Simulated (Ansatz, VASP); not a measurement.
# Mo in VASP and in Ansatz

```xyz
1
Lattice="2.8176 0.0000 0.0000 -1.4088 2.4401 0.0000 0.0000 0.0000 2.5552" Properties=species:S:1:pos:R:3 pbc="T T T"
Mo    0.0000    0.0000    1.2776
```

Change from the starting cell: strain +0.030 along x and y, +0.000 along z, atoms carried along.

Alike in both runs: task single point; functional PBEsol; k mesh 18 × 18 × 18; occupations gaussian, width 0.15 eV; no spin polarisation.

|  | VASP | Ansatz |
| --- | --- | --- |
| version | VASP 6.6.1 | Ansatz 0.2.0 |
| potentials or method | VASP PAW PBE potentials, release 64 (Mo_sv) | scalar-relativistic, plane waves, PAW |
| plane-wave cutoff (eV) | 520 | 420 |
| valence electrons in the cell | 14 | 14 |

|  | VASP | Ansatz | Ansatz less VASP |
| --- | --- | --- | --- |
| gap on the k mesh at the Fermi level (eV) | none | none | - |
| pressure (GPa) | -14.4 | -14.8 | -0.38 |
| largest component of the traceless stress (GPa) | 0.60 | 0.47 | -0.133 |

A gap of «none» marks a metal or a gap that the smearing closes. With one functional, cell and mesh, what is left measures potentials, basis and numerics.

Caveats: the PAW data sets were made with another functional, which shifts forces and pressure a little (VASP).
